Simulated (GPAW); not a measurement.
# AlN (F-43m) in GPAW: settings compared, part 2 of 2

GPAW 26.7.0.

### Step 3. Equation of state, LDA

run.py reads:

```python
from ase.eos import EquationOfState
from ase.io import Trajectory, read
from ase.units import GPa
from gpaw import GPAW, PW

atoms = read('AlN.xyz')

traj = Trajectory('eos.traj', 'w')
volumes, energies = [], []
for x in [0.94, 0.96, 0.98, 1.0, 1.02, 1.04, 1.06]:
    a = atoms.copy()
    a.set_cell(atoms.cell * x**(1 / 3), scale_atoms=True)
    calc = GPAW(mode=PW(1600),
                xc='LDA',
                kpts={'size': (10, 10, 10), 'gamma': True},
                occupations={'name': 'fermi-dirac', 'width': 0.05},
                setups='hgh',
                nbands=-7,
                convergence={'density': 1e-05, 'energy': 1e-05},
                maxiter=150,
                txt=f'eos-{x:.2f}.txt')
    a.calc = calc
    energies.append(a.get_potential_energy(force_consistent=True))
    volumes.append(a.get_volume())
    p = -a.get_stress()[:3].mean() / GPa
    calc.write(f'eos-{x:.2f}.gpw')
    traj.write(a)
    print(f'{x:.2f} {volumes[-1]:10.4f} A^3 {energies[-1]:14.6f} eV {p:9.3f} GPa', flush=True)

v0, e0, B = EquationOfState(volumes, energies, eos='birchmurnaghan').fit()
print(f'V0 = {v0:.4f} A^3, E0 = {e0:.6f} eV, B0 = {B / GPa:.2f} GPa')
```

AlN.xyz reads:

```xyz
2
Lattice="0.0000000000 2.1839935596 2.1839935596 2.1839935596 0.0000000000 2.1839935596 2.1839935596 2.1839935596 0.0000000000" Properties=species:S:1:pos:R:3 pbc="T T T"
Al     0.0000000000      0.0000000000      0.0000000000
N      1.0919967798      1.0919967798      1.0919967798
```

Potentials or basis: HGH pseudopotentials, pw.

On the command line:

```sh
> OMP_NUM_THREADS=1 python run.py
```

Output:

```text
__  _  _
 | _ |_)|_||  |
 |__||  | ||/\| - 26.7.0

Input parameters:
  mode=PW(ecut=1600.0),
  convergence={'density': 1e-05, 'energy': 1e-05},
  kpts=MonkhorstPack(size=(10, 10, 10), gamma=True),
  maxiter=150,
  nbands=-7,
  occupations=Occupations(name='fermi-dirac', width=0.05),
  setups={'default': 'hgh'},
  xc=XC(name='LDA')

Diagonalizing LCAO Hamiltonian
Converting LCAO to pw mode

          N
       Al

Atoms  # Å, Bohr magnetons
|   | symbol |        x |        y |        z |    initial magnetic moments |
|---|--------|----------|----------|----------|-----------------------------|
| 0 |     Al | 0.000000 | 0.000000 | 0.000000 | ( 0.0000,  0.0000,  0.0000) |
| 1 |      N | 1.069705 | 1.069705 | 1.069705 | ( 0.0000,  0.0000,  0.0000) |

Unit cell  # Å
| periodic |        x |        y |        z |  lengths |    angles |
|----------|----------|----------|----------|----------|-----------|
|      yes | 0.000000 | 2.139410 | 2.139410 | 3.025582 | 60.000000 |
|      yes | 2.139410 | 0.000000 | 2.139410 | 3.025582 | 60.000000 |
|      yes | 2.139410 | 2.139410 | 0.000000 | 3.025582 | 60.000000 |

Number of symmetries: 24
Symmetry operations  # r_c * U_cc + t_c -> r_c
|    | kind |            matrix            |
|----|------|------------------------------|
|  0 |  E   |  1, 0, 0,  0, 1, 0,  0, 0, 1 |
|  1 |  σ   |  1, 0, 0,  0, 0, 1,  0, 1, 0 |
|  2 |  σ   |  1, 0,-1,  0, 1,-1,  0, 0,-1 |
|  3 |  C3  |  1, 0,-1,  0, 0,-1,  0, 1,-1 |
|  4 |  C3  |  1,-1, 0,  0,-1, 1,  0,-1, 0 |
|  5 |  σ   |  1,-1, 0,  0,-1, 0,  0,-1, 1 |
|  6 |  σ   |  0, 1, 0,  1, 0, 0,  0, 0, 1 |
|  7 |  C3  |  0, 1, 0,  0, 0, 1,  1, 0, 0 |
|  8 |  C2  |  0, 1,-1,  1, 0,-1,  0, 0,-1 |
|  9 |  S4  |  0, 1,-1,  0, 0,-1,  1, 0,-1 |
| 10 |  C3  |  0, 0, 1,  1, 0, 0,  0, 1, 0 |
| 11 |  σ   |  0, 0, 1,  0, 1, 0,  1, 0, 0 |
| 12 |  S4  |  0, 0,-1,  1, 0,-1,  0, 1,-1 |
| 13 |  C3  |  0, 0,-1,  0, 1,-1,  1, 0,-1 |
| 14 |  S4  |  0,-1, 1,  1,-1, 0,  0,-1, 0 |
| 15 |  C2  |  0,-1, 1,  0,-1, 0,  1,-1, 0 |
| 16 |  C3  |  0,-1, 0,  1,-1, 0,  0,-1, 1 |
| 17 |  S4  |  0,-1, 0,  0,-1, 1,  1,-1, 0 |
| 18 |  S4  | -1, 1, 0, -1, 0, 1, -1, 0, 0 |
| 19 |  C3  | -1, 1, 0, -1, 0, 0, -1, 0, 1 |
| 20 |  C3  | -1, 0, 1, -1, 1, 0, -1, 0, 0 |
| 21 |  S4  | -1, 0, 1, -1, 0, 0, -1, 1, 0 |
| 22 |  σ   | -1, 0, 0, -1, 1, 0, -1, 0, 1 |
| 23 |  C2  | -1, 0, 0, -1, 0, 1, -1, 1, 0 |

BZ-sampling:
  Number of BZ points: 1000
  Number of IBZ points: 47

  Monkhorst-Pack size: [10, 10, 10]
  Monkhorst-Pack shift: [0.05, 0.05, 0.05]

K-points  # in reciprocal-cell coordinates
|     |                                coordinates |     weight |
[... 61 lines left out ...]
          l=0, rc=0.25661
          l=1, rc=0.27013
      Diagonal coefficients of nonlocal parts:
          l=0: 13.55224
          l=1:  0.00000

    LCAO basis set for N:
      Name: atompaw.sz
      This basis set was not loaded from a file
      Number of radial functions: 2
      Number of spherical harmonics: 4
        l=0, rc=8.9500 Bohr: 1s e=-0.676 f=2.000
        l=1, rc=8.9500 Bohr: 1p e=-0.266 f=3.000
      Number of RI-basis functions 0

Reference energy: 0.000000  # eV

eigensolver:
  PPCG
  Converge bands: occupied
  niter=2

density mixing:
  MSR1-Mixer
  Pratt-step length: 0.05
  Maximum mixing coefficient: 0.75
  Old densities: 10
  SVD Regularization: 0.005
  Good broyden scale: 1.0
  Trust region scale: 1.0
  Backstep threshold: 4.0
  History deletion threshold: 6.0
  Fourier metric: weight=20.0, sigma=0.015

occupation numbers:
  Fermi-Dirac:
    width: 0.0500  # eV

poisson solver:
  ecut: 12800.0  # eV

xc functional:
  name: None

convergence criteria:
- Maximum integral of absolute [dens]ity change: 1e-05 electrons / valence electron
- Maximum [total energy] change in last 3 cyles: 1e-05 eV / valence electron
- Maximum integral of absolute [eigenst]ate change: 4e-08 eV^2 / valence electron
maximum number of iterations: 150

SCF iterations
|iter     | |      energy | eigst |  dens |
|---------|-|-------------|-------|-------|
|iter:   1| | -333.570873 | +0.33 |       |
|iter:   2| | -333.016533 | -1.07 | -0.54 |
|iter:   3| | -331.222533 | -0.34 | -0.59 |
|iter:   4| | -331.210352 | -2.30 | -1.24 |
|iter:   5| | -331.207404 | -3.10 | -1.56 |
|iter:   6| | -331.207420 | -4.93 | -2.88 |
|iter:   7| | -331.207424c| -6.14 | -3.27 |
|iter:   8| | -331.207424c| -7.87c| -4.61 |
|iter:   9| | -331.207424c| -8.65c| -5.46c|

Converged in 9 steps
Energy contributions relative to reference atoms: (reference = 0.000000)

Energy contributions:
  Kinetic:         271.621468
  Coulomb:        -473.469375
  Zero:            -35.401274
  External:          0.000000
  Xc:              -93.958241
  Entropy:          -0.000000
  Spinorbit:         0.000000
  ----------------------------
  Free energy:    -331.207424
  Extrapolated:   -331.207424

dipole moment: (-7.620630, -7.620630, -7.620630)  # |e|*Ang

Fermi level: 6.965
Eigenvalues  # (at kpt = [0.000, 0.000, 0.000])
| band index |      eig [eV] | occ [0-2] |
|------------|---------------|-----------|
|          0 |        -9.266 |     2.000 |
|          1 |         6.010 |     2.000 |
|          2 |         6.010 |     2.000 |
|          3 |         6.010 |     2.000 |
|          4 |        10.793 |     0.000 |
|          5 |        18.819 |     0.000 |
|          6 |        18.819 |     0.000 |
|          7 |        18.819 |     0.000 |
|          8 |        24.124 |     0.000 |
|          9 |        25.172 |     0.000 |
|         10 |        25.608 |     0.000 |

Gap: 3.279 eV
Transition (v -> c):
  (s=0, k=0, n=3, [0.00, 0.00, 0.00]) -> (s=0, k=41, n=4, [0.50, 0.50, 0.00])
Direct/indirect transitions are different
Direct gap: 4.783 eV
Transition at: (s=0, k=0, n=3, [0.00, 0.00, 0.00])

Stress tensor  # eV/Ang^3
|         x |         y |         z |
|-----------|-----------|-----------|
| -0.005095 |  0.000000 | -0.000000 |
|  0.000000 | -0.005095 |  0.000000 |
| -0.000000 |  0.000000 | -0.005095 |

# Writing to eos-0.94.gpw (mode='')
```

It took 2.4 min on 1 thread of Intel Xeon Platinum 8488C (Sapphire Rapids), shared host; peak memory 0.3 GiB.

Results:

```
Equilibrium volume : 10.09 Å³/atom (rough: see the caveat)
Bulk modulus       : 204 GPa (rough)
```

Energy against volume, from the lowest point:
```csv
volume (Å³/atom),energy (meV/atom)
9.792,5.34
10.001,0.00
10.209,0.41
10.417,5.82
10.626,16.01
10.834,30.66
11.042,48.73
```

Caveat: the points scatter about the fit; HGH potentials are hard and often keep d shells in the core, so these values are rough.
